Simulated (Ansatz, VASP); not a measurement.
# PbSe2 in two plane-wave programs

Aim: how closely do two programs agree when they are given the same cell, functional and k mesh? The cell is generated by rule, not measured, and may not be a known phase. The cell is taken from a series of runs on this material, whose earlier steps may have relaxed, scaled, displaced or heated it; both programs get it as it stands.

Program: Ansatz 0.2.0. Level of theory: plane waves, with VASP 6.6.1 beside it; PBE. Results are calculated unless marked as measured.

The structure was built from a prototype and need not be the compound's stable phase.

### 1. Starting point

It takes space group I4/mmm (No. 139, tetragonal). Conventional cell: a = 5.774 Å, b = 5.774 Å, c = 5.378 Å, α = 90.00°, β = 90.00°, γ = 90.00°. Nearest to Pb lie 8 Se at 3.18 Å. Nearest to Se lie 2 Se at 2.69 Å and 4 Pb at 3.18 Å. Farther neighbours and most contacts between anions are not listed.

### 2. VASP: zone-centre phonons, PBE

Second derivatives magnify differences that forces hide, and they need a tight electronic threshold.

Lines of VASP's logs that name or quote its potential files are left out, and so is its time.

The input, INCAR:

```
SYSTEM = PbSe2
PREC = Accurate
ENCUT = 500
EDIFF = 1E-08
NELM = 120
ISMEAR = 1
SIGMA = 0.15
LREAL = .FALSE.
ALGO = Normal
GGA = PE
NBANDS = 32
LORBIT = 11
LWAVE = .FALSE.
LCHARG = .FALSE.
ISIF = 2
IBRION = 8
LASPH = .TRUE.
GGA_COMPAT = .FALSE.
KPAR = 2
```

The input, POSCAR:

```
PbSe2
1.0
    0.0000000000     -4.0828081173     -4.0828081173
    0.0000000000      4.0828081173     -4.0828081173
    5.3784042815      0.0000000000      0.0000000000
Pb Se
2 4
Direct
    0.5000000000      0.5000000000      0.5000000000
    0.0000000000      0.0000000000      0.0000000000
    0.0000000000      0.5000000000      0.7498991861
    0.5000000000      0.0000000000      0.2501008139
    0.0000000000      0.5000000000      0.2498991861
    0.5000000000      0.0000000000      0.7501008139
```

The input, KPOINTS:

```
Automatic mesh
0
Gamma
6 6 6
0 0 0
```

The projector-augmented-wave data sets are Pb_d and Se (PBE family, release 64).

Run with:

```sh
> mpirun -np 2 vasp_std
```

Numbers of over 12 decimals in the logs are rounded to 6 here.

Output:

```text
[banner, memory and clock lines left out]
running    2 mpi-ranks, on    1 nodes
 distrk:  each k-point on    1 cores,    2 groups
 distr:  one band on    1 cores,    1 groups

 POSCAR found type information on POSCAR PbSe
 POSCAR found :  2 types and       6 ions
 LDA part: xc-table for (Slater+PW92), standard interpolation
 POSCAR, INCAR and KPOINTS ok, starting setup
 FFT: planning ... GRIDC
 FFT: planning ... GRID_SOFT
 FFT: planning ... GRID
 WAVECAR not read
 entering main loop
       N       E                     dE             d eps       ncg     rms          rms(c)
DAV:   1     0.504078672677E+03    0.50408E+03   -0.22464E+04  2560   0.152E+03
DAV:   2     0.389281115505E+02   -0.46515E+03   -0.45204E+03  2752   0.394E+02
DAV:   3    -0.207784085780E+02   -0.59707E+02   -0.58124E+02  3464   0.156E+02
DAV:   4    -0.231163453690E+02   -0.23379E+01   -0.23187E+01  2880   0.351E+01
DAV:   5    -0.232163299837E+02   -0.99985E-01   -0.99880E-01  3896   0.745E+00    0.551E+00
DAV:   6    -0.227496828300E+02    0.46665E+00   -0.82376E-01  3296   0.633E+00    0.331E+00
DAV:   7    -0.227105322136E+02    0.39151E-01   -0.42442E-01  3624   0.300E+00    0.118E+00
DAV:   8    -0.227160725250E+02   -0.55403E-02   -0.73437E-02  3112   0.235E+00    0.179E-01
DAV:   9    -0.227146802853E+02    0.13922E-02   -0.82798E-03  3392   0.880E-01    0.702E-02
DAV:  10    -0.227151629052E+02   -0.48262E-03   -0.11768E-03  3232   0.157E-01    0.336E-02
DAV:  11    -0.227152365276E+02   -0.73622E-04   -0.32497E-04  3216   0.144E-01    0.105E-02
DAV:  12    -0.227152440429E+02   -0.75152E-05   -0.27852E-05  2992   0.280E-02    0.570E-03
DAV:  13    -0.227152460824E+02   -0.20395E-05   -0.70359E-06  3272   0.149E-02    0.291E-03
DAV:  14    -0.227152463034E+02   -0.22107E-06   -0.46310E-07  3536   0.506E-03    0.131E-03
DAV:  15    -0.227152464329E+02   -0.12948E-06   -0.82872E-08  2672   0.159E-03    0.243E-04
DAV:  16    -0.227152464418E+02   -0.88548E-08   -0.93249E-09  2064   0.575E-04
   1 F= -.22715246E+02 E0= -.22713712E+02  d E =-.460429E-02
 Linear response reoptimize wavefunctions to high precision
DAV:   1    -0.227152464446E+02   -0.28294E-08   -0.31458E-09  2056   0.428E-04
DAV:   2    -0.227152464446E+02   -0.90949E-12   -0.75073E-10  1880   0.199E-04
 Linear response DOF=           4
 Linear response progress:
  Degree of freedom:   1/  4
       N       E                     dE             d eps       ncg     rms          rms(c)
RMM:   1    -0.338768215090E+00   -0.33877E+00   -0.22803E-01  6029   0.391E+00
RMM:   2    -0.340867451932E+00   -0.20992E-02   -0.90370E-03  6147   0.585E-01    0.347E-02
RMM:   3    -0.340695420927E+00    0.17203E-03   -0.10696E-03  6783   0.168E-01    0.193E-02
RMM:   4    -0.340547779137E+00    0.14764E-03   -0.11042E-04  6906   0.570E-02    0.929E-03
RMM:   5    -0.340464557269E+00    0.83222E-04   -0.29153E-05  7007   0.252E-02    0.327E-03
RMM:   6    -0.340512954663E+00   -0.48397E-04   -0.54455E-06  7069   0.101E-02    0.790E-04
RMM:   7    -0.340530395133E+00   -0.17440E-04   -0.18852E-06  7526   0.478E-03    0.245E-04
RMM:   8    -0.340536198689E+00   -0.58036E-05   -0.53756E-07  7284   0.222E-03    0.623E-05
RMM:   9    -0.340537520178E+00   -0.13215E-05   -0.18620E-07  7406   0.101E-03    0.313E-05
RMM:  10    -0.340538012936E+00   -0.49276E-06   -0.11243E-07  7568   0.526E-04    0.155E-05
RMM:  11    -0.340538124915E+00   -0.11198E-06   -0.27654E-08  7496   0.289E-04    0.150E-05
RMM:  12    -0.340538264284E+00   -0.13937E-06   -0.33123E-08  7648   0.177E-04    0.150E-05
RMM:  13    -0.340538343203E+00   -0.78919E-07   -0.10929E-08  7650   0.119E-04    0.154E-05
 first order change of Fermi-energy  -0.17569E-03
 force on displaced ion       1 direction 1 :  -1.620  -0.000  -0.000
 Linear response progress:
  Degree of freedom:   2/  4
       N       E                     dE             d eps       ncg     rms          rms(c)
RMM:   1    -0.341018286327E+00   -0.34102E+00   -0.24457E-01  6663   0.385E+00
RMM:   2    -0.342799651166E+00   -0.17814E-02   -0.87443E-03  6524   0.591E-01    0.452E-02
RMM:   3    -0.342513862359E+00    0.28579E-03   -0.95489E-04  7448   0.176E-01    0.264E-02
RMM:   4    -0.342172651199E+00    0.34121E-03   -0.12953E-04  7320   0.656E-02    0.663E-03
RMM:   5    -0.342100961713E+00    0.71689E-04   -0.26248E-05  7686   0.246E-02    0.222E-03
RMM:   6    -0.342142642769E+00   -0.41681E-04   -0.56513E-06  7842   0.105E-02    0.373E-04
RMM:   7    -0.342141378813E+00    0.12640E-05   -0.16847E-06  7940   0.466E-03    0.297E-04
RMM:   8    -0.342147870446E+00   -0.64916E-05   -0.55915E-07  7730   0.202E-03    0.114E-04
RMM:   9    -0.342145845495E+00    0.20250E-05   -0.21320E-07  8068   0.977E-04    0.411E-05
RMM:  10    -0.342146347271E+00   -0.50178E-06   -0.61958E-08  8007   0.483E-04    0.253E-05
RMM:  11    -0.342146841383E+00   -0.49411E-06   -0.42058E-08  8119   0.259E-04    0.844E-06
RMM:  12    -0.342146910051E+00   -0.68668E-07   -0.35637E-08  8364   0.158E-04    0.353E-06
RMM:  13    -0.342146984097E+00   -0.74046E-07   -0.31494E-08  8533   0.107E-04    0.188E-06
RMM:  14    -0.342147008327E+00   -0.24231E-07   -0.19495E-08  8412   0.789E-05    0.124E-06
RMM:  15    -0.342147041055E+00   -0.32728E-07   -0.15322E-08  8316   0.651E-05    0.298E-07
RMM:  16    -0.342147048389E+00   -0.73342E-08   -0.14384E-08  7748   0.571E-05    0.263E-07
 first order change of Fermi-energy   0.13559E-04
 force on displaced ion       1 direction 2 :   0.000  -0.563  -0.000
 Linear response progress:
  Degree of freedom:   3/  4
       N       E                     dE             d eps       ncg     rms          rms(c)
RMM:   1    -0.895859389576E-01   -0.89586E-01    0.46159E-02  8206   0.995E-01
RMM:   2    -0.851783500963E-01    0.44076E-02   -0.47921E-03  6266   0.338E-01    0.113E-01
RMM:   3    -0.853732281233E-01   -0.19488E-03   -0.72439E-04  7221   0.131E-01    0.516E-02
RMM:   4    -0.855289042545E-01   -0.15568E-03   -0.11004E-04  6769   0.389E-02    0.130E-02
RMM:   5    -0.855458542622E-01   -0.16950E-04   -0.13056E-05  7661   0.174E-02    0.303E-03
RMM:   6    -0.855212486300E-01    0.24606E-04    0.40515E-06  6569   0.591E-03    0.748E-04
RMM:   7    -0.855266644726E-01   -0.54158E-05    0.85899E-07  7313   0.248E-03    0.599E-04
RMM:   8    -0.855279239296E-01   -0.12595E-05    0.18475E-06  6560   0.957E-04    0.143E-04
RMM:   9    -0.855271789664E-01    0.74496E-06    0.16973E-06  7567   0.434E-04    0.528E-05
RMM:  10    -0.855279340456E-01   -0.75508E-06    0.17743E-06  6856   0.214E-04    0.231E-05
RMM:  11    -0.855280169228E-01   -0.82877E-07    0.13738E-06  7911   0.112E-04    0.119E-05
RMM:  12    -0.855279810149E-01    0.35908E-07    0.16529E-06  7635   0.677E-05    0.189E-06
RMM:  13    -0.855279766051E-01    0.44099E-08    0.14477E-06  7892   0.504E-05    0.106E-06
RMM:  14    -0.855279742341E-01    0.23710E-08    0.14124E-06  7215   0.435E-05    0.516E-07
RMM:  15    -0.855279741611E-01    0.72960E-10    0.14418E-06  6122   0.410E-05    0.111E-07
RMM:  16    -0.855279717373E-01    0.24239E-08    0.14388E-06  5138   0.399E-05    0.562E-08
 first order change of Fermi-energy   0.66908E-03
 force on displaced ion       3 direction 1 :  -3.268   0.000   0.000
 Linear response progress:
  Degree of freedom:   4/  4
       N       E                     dE             d eps       ncg     rms          rms(c)
RMM:   1    -0.906618258758E-01   -0.90662E-01    0.68619E-02 15148   0.103E+00
RMM:   2    -0.893888667294E-01    0.12730E-02   -0.26271E-03 10771   0.276E-01    0.589E-02
RMM:   3    -0.895620944402E-01   -0.17323E-03   -0.56330E-04 13325   0.115E-01    0.282E-02
RMM:   4    -0.897309161912E-01   -0.16882E-03   -0.73376E-05 12611   0.433E-02    0.959E-03
RMM:   5    -0.898038437816E-01   -0.72928E-04   -0.19540E-05 13400   0.216E-02    0.391E-03
RMM:   6    -0.897906152558E-01    0.13229E-04   -0.23758E-06 13173   0.781E-03    0.692E-04
RMM:   7    -0.897944235871E-01   -0.38083E-05   -0.37033E-07 13523   0.264E-03    0.341E-04
RMM:   8    -0.897953229204E-01   -0.89933E-06   -0.30539E-08 13300   0.100E-03    0.105E-04
RMM:   9    -0.897952660398E-01    0.56881E-07    0.68447E-08 13421   0.425E-04    0.588E-05
RMM:  10    -0.897952777757E-01   -0.11736E-07    0.26368E-08 13834   0.190E-04    0.871E-06
RMM:  11    -0.897952583449E-01    0.19431E-07   -0.84291E-08 13691   0.967E-05    0.397E-06
RMM:  12    -0.897952920161E-01   -0.33671E-07   -0.65853E-08 14278   0.587E-05    0.218E-06
RMM:  13    -0.897952791997E-01    0.12816E-07   -0.55772E-08 13344   0.409E-05    0.821E-07
RMM:  14    -0.897952866125E-01   -0.74128E-08   -0.57754E-08 11212   0.338E-05    0.550E-07
 first order change of Fermi-energy  -0.30126E-04
 force on displaced ion       3 direction 2 :   0.001  -1.918  -0.001
 Linear response finished
```

Parts of OUTCAR (step 2):

```text
ion  position               nearest neighbor table
   1  0.500  0.500  0.500-   3 3.18   4 3.18   4 3.18   3 3.18   5 3.18   6 3.18   6 3.18   5 3.18

  LATTYP: Found a simple tetragonal cell.
 ALAT       =     5.7739626121
 C/A-ratio  =     0.9314927447

 Subroutine GETGRP returns: Found 16 space group operations
 (whereof  8 operations were pure point group operations)

The static configuration has the point symmetry D_2d.
 The point group associated with its full space group is D_4h.

 Found     40 irreducible k-points:

   k-points           NKPTS =     40   k-points in BZ     NKDIM =     40   number of bands    NBANDS=     32

   dimension x,y,z NGX =    42 NGY =   42 NGZ =   40
   dimension x,y,z NGXF=    84 NGYF=   84 NGZF=   80

   ENCUT  =  500.0 eV  36.75 Ry    6.06 a.u.  10.53 10.53  9.81*2*pi/ulx,y,z

   NELECT =      52.0000    total number of electrons

 k-points in reciprocal lattice and weights: Automatic mesh
   0.00000000  0.00000000  0.00000000       0.005
   0.16666667  0.00000000  0.00000000       0.019
   0.33333333  0.00000000  0.00000000       0.019
   0.50000000  0.00000000  0.00000000       0.009
   0.16666667  0.16666667  0.00000000       0.019
   0.33333333  0.16666667  0.00000000       0.037
   0.50000000  0.16666667  0.00000000       0.019
   0.33333333  0.33333333  0.00000000       0.019
   0.50000000  0.33333333  0.00000000       0.019
[...]
0.50000000  0.33333333  0.50000000       0.019
   0.50000000  0.50000000  0.50000000       0.005

 average (electrostatic) potential at core
       1 -93.7388       2 -93.7388       3 -54.5616       4 -54.5616       5 -54.5616
       6 -54.5616

  Total        0.0449835     -0.0146566     -0.0146566     -0.0000000      0.0000000      0.0000000
  in kB        0.4019410     -0.1309614     -0.1309614     -0.0000000      0.0000000      0.0000000
  external PRESSURE =       0.0466728 kB  Pullay stress =       0.0000000 kB

[...]
0.00000      0.00000      0.00000        -0.000000     -0.000000     -0.000000
      4.03326      2.04140     -2.04140         0.000224      0.000000      0.000000
      1.34514     -2.04140     -2.04140        -0.000224     -0.000000      0.000000
      1.34406      2.04140     -2.04140         0.000224      0.000000      0.000000
      4.03435     -2.04140     -2.04140        -0.000224     -0.000000     -0.000000
 -----------------------------------------------------------------------------------
    total drift:                               -0.000000      0.000000     -0.000000

 Eigenvectors and eigenvalues of the dynamical matrix
 ----------------------------------------------------

   1 f  =    4.418189 THz    27.760300 2PiTHz  147.374918 cm-1    18.272153 meV
             X         Y         Z           dx          dy          dz
      2.689202  0.000000 -4.082808     0.000000    0.000000   -0.000000
      0.000000  0.000000  0.000000     0.000000   -0.000000   -0.000000
      4.033261  2.041404 -2.041404     0.500000   -0.000000    0.000000
      1.345143 -2.041404 -2.041404    -0.500000    0.000000   -0.000000
      1.344059  2.041404 -2.041404    -0.500000   -0.000000    0.000000
      4.034345 -2.041404 -2.041404     0.500000    0.000000    0.000000

   2 f  =    4.236581 THz    26.619225 2PiTHz  141.317141 cm-1    17.521085 meV
             X         Y         Z           dx          dy          dz
      2.689202  0.000000 -4.082808     0.000014    0.000000    0.000000
      0.000000  0.000000  0.000000    -0.000014   -0.000000   -0.000000
      4.033261  2.041404 -2.041404     0.500000   -0.000000   -0.000000
      1.345143 -2.041404 -2.041404     0.500000    0.000000    0.000000
      1.344059  2.041404 -2.041404    -0.500000   -0.000000   -0.000000
      4.034345 -2.041404 -2.041404    -0.500000    0.000000   -0.000000

   3 f  =    3.440147 THz    21.615082 2PiTHz  114.750957 cm-1    14.227299 meV
             X         Y         Z           dx          dy          dz
      2.689202  0.000000 -4.082808    -0.000000    0.000582   -0.000077
      0.000000  0.000000  0.000000    -0.000000   -0.000582    0.000077
      4.033261  2.041404 -2.041404     0.000000   -0.495592    0.065621
      1.345143 -2.041404 -2.041404    -0.000000   -0.495675    0.066246
      1.344059  2.041404 -2.041404    -0.000000    0.495675   -0.066246
      4.034345 -2.041404 -2.041404     0.000000    0.495592   -0.065621

   4 f  =    3.440147 THz    21.615082 2PiTHz  114.750957 cm-1    14.227299 meV
             X         Y         Z           dx          dy          dz
      2.689202  0.000000 -4.082808    -0.000000    0.000077    0.000582
      0.000000  0.000000  0.000000    -0.000000   -0.000077   -0.000582
      4.033261  2.041404 -2.041404     0.000000   -0.066246   -0.495675
      1.345143 -2.041404 -2.041404    -0.000000   -0.065621   -0.495592
      1.344059  2.041404 -2.041404    -0.000000    0.065621    0.495592
      4.034345 -2.041404 -2.041404     0.000000    0.066246    0.495675

   5 f  =    2.770848 THz    17.409753 2PiTHz   92.425551 cm-1    11.459303 meV
             X         Y         Z           dx          dy          dz
      2.689202  0.000000 -4.082808     0.000000   -0.001144    0.000001
      0.000000  0.000000  0.000000     0.000000   -0.001144    0.000001
      4.033261  2.041404 -2.041404    -0.000000   -0.000293    0.499999
      1.345143 -2.041404 -2.041404    -0.000000    0.000423   -0.499999
      1.344059  2.041404 -2.041404     0.000000    0.000423   -0.499999
      4.034345 -2.041404 -2.041404     0.000000   -0.000293    0.499999

   6 f  =    2.770848 THz    17.409753 2PiTHz   92.425551 cm-1    11.459303 meV
             X         Y         Z           dx          dy          dz
      2.689202  0.000000 -4.082808    -0.000000    0.000001    0.001144
      0.000000  0.000000  0.000000     0.000000    0.000001    0.001144
      4.033261  2.041404 -2.041404     0.000000   -0.499999   -0.000423
      1.345143 -2.041404 -2.041404     0.000000    0.499999    0.000293
      1.344059  2.041404 -2.041404     0.000000    0.499999    0.000293
      4.034345 -2.041404 -2.041404     0.000000   -0.499999   -0.000423

   7 f  =    1.913588 THz    12.023430 2PiTHz   63.830436 cm-1     7.913962 meV
             X         Y         Z           dx          dy          dz
      2.689202  0.000000 -4.082808     0.000000    0.191365    0.012481
      0.000000  0.000000  0.000000     0.000000   -0.191365   -0.012481
      4.033261  2.041404 -2.041404    -0.000000   -0.030907   -0.480213
      1.345143 -2.041404 -2.041404    -0.000000    0.031737    0.480267
      1.344059  2.041404 -2.041404    -0.000000   -0.031737   -0.480267
      4.034345 -2.041404 -2.041404    -0.000000    0.030907    0.480213

   8 f  =    1.913588 THz    12.023430 2PiTHz   63.830436 cm-1     7.913962 meV
             X         Y         Z           dx          dy          dz
      2.689202  0.000000 -4.082808    -0.000000    0.012481   -0.191365
      0.000000  0.000000  0.000000    -0.000000   -0.012481    0.191365
      4.033261  2.041404 -2.041404     0.000000    0.480267   -0.031737
      1.345143 -2.041404 -2.041404     0.000000   -0.480213    0.030907
      1.344059  2.041404 -2.041404     0.000000    0.480213   -0.030907
      4.034345 -2.041404 -2.041404     0.000000   -0.480267    0.031737

   9 f  =    1.751303 THz    11.003759 2PiTHz   58.417166 cm-1     7.242802 meV
             X         Y         Z           dx          dy          dz
      2.689202  0.000000 -4.082808    -0.468746    0.000000    0.000000
      0.000000  0.000000  0.000000    -0.468746    0.000000   -0.000000
      4.033261  2.041404 -2.041404     0.374351   -0.000000    0.000000
      1.345143 -2.041404 -2.041404     0.374351    0.000000    0.000000
      1.344059  2.041404 -2.041404     0.374351   -0.000000   -0.000000
      4.034345 -2.041404 -2.041404     0.374351    0.000000    0.000000

  10 f  =    1.573041 THz     9.883706 2PiTHz   52.470989 cm-1     6.505571 meV
             X         Y         Z           dx          dy          dz
      2.689202  0.000000 -4.082808     0.707107    0.000000   -0.000000
      0.000000  0.000000  0.000000    -0.707107    0.000000    0.000000
      4.033261  2.041404 -2.041404    -0.000010   -0.000000    0.000000
      1.345143 -2.041404 -2.041404    -0.000010   -0.000000   -0.000000
      1.344059  2.041404 -2.041404     0.000010   -0.000000   -0.000000
      4.034345 -2.041404 -2.041404     0.000010   -0.000000    0.000000

  11 f  =    1.172012 THz     7.363970 2PiTHz   39.094122 cm-1     4.847051 meV
             X         Y         Z           dx          dy          dz
      2.689202  0.000000 -4.082808     0.000000   -0.042674   -0.454321
      0.000000  0.000000  0.000000     0.000000   -0.042674   -0.454321
      4.033261  2.041404 -2.041404    -0.000000    0.035150    0.380222
      1.345143 -2.041404 -2.041404     0.000000    0.036288    0.380329
      1.344059  2.041404 -2.041404    -0.000000    0.036288    0.380329
      4.034345 -2.041404 -2.041404     0.000000    0.035150    0.380222

  12 f  =    1.172012 THz     7.363970 2PiTHz   39.094122 cm-1     4.847051 meV
             X         Y         Z           dx          dy          dz
      2.689202  0.000000 -4.082808    -0.000000    0.454321   -0.042674
      0.000000  0.000000  0.000000    -0.000000    0.454321   -0.042674
      4.033261  2.041404 -2.041404    -0.000000   -0.380329    0.036288
      1.345143 -2.041404 -2.041404     0.000000   -0.380222    0.035150
      1.344059  2.041404 -2.041404    -0.000000   -0.380222    0.035150
      4.034345 -2.041404 -2.041404     0.000000   -0.380329    0.036288

  13 f  =    1.130885 THz     7.105561 2PiTHz   37.722268 cm-1     4.676963 meV
             X         Y         Z           dx          dy          dz
      2.689202  0.000000 -4.082808    -0.000000    0.000000   -0.000000
      0.000000  0.000000  0.000000    -0.000000    0.000000   -0.000000
      4.033261  2.041404 -2.041404     0.500000   -0.000000    0.000000
      1.345143 -2.041404 -2.041404    -0.500000   -0.000000    0.000000
      1.344059  2.041404 -2.041404     0.500000   -0.000000    0.000000
      4.034345 -2.041404 -2.041404    -0.500000   -0.000000    0.000000
    [... 43 further lines ...]
      1.344059  2.041404 -2.041404     0.000000    0.321267   -0.031191
      4.034345 -2.041404 -2.041404     0.000000    0.321158   -0.030045

 ELASTIC MODULI CONTR FROM IONIC RELAXATION (kBar)
 Direction    XX          YY          ZZ          XY          YZ          ZX
 --------------------------------------------------------------------------------
 XX          -0.0105      0.0043      0.0043      0.0000      0.0000      0.0000
 YY           0.0043     -0.0018     -0.0018     -0.0000     -0.0000     -0.0000
 ZZ           0.0043     -0.0018     -0.0018     -0.0000     -0.0000     -0.0000
 XY           0.0000     -0.0000     -0.0000    -49.3110      0.0000      0.0000
 YZ           0.0000     -0.0000     -0.0000      0.0000    -17.5811      0.0000
 ZX           0.0000     -0.0000     -0.0000      0.0000      0.0000    -59.6107
 --------------------------------------------------------------------------------
```

(Continued in part 2 of 2.)

[Lines on the potential files, build, host, timing and source positions are cut from VASP's logs without a mark.]

[Logs are printed without paths, hosts, clocks, repeated set-up lines and the standing remarks that a program may print on its own settings, such as how far it seeks lower states.]

[Hosts, paths, dates, database ids (printed as entryN), source tags and the programs' standing remarks are cut or masked in the printed files.]
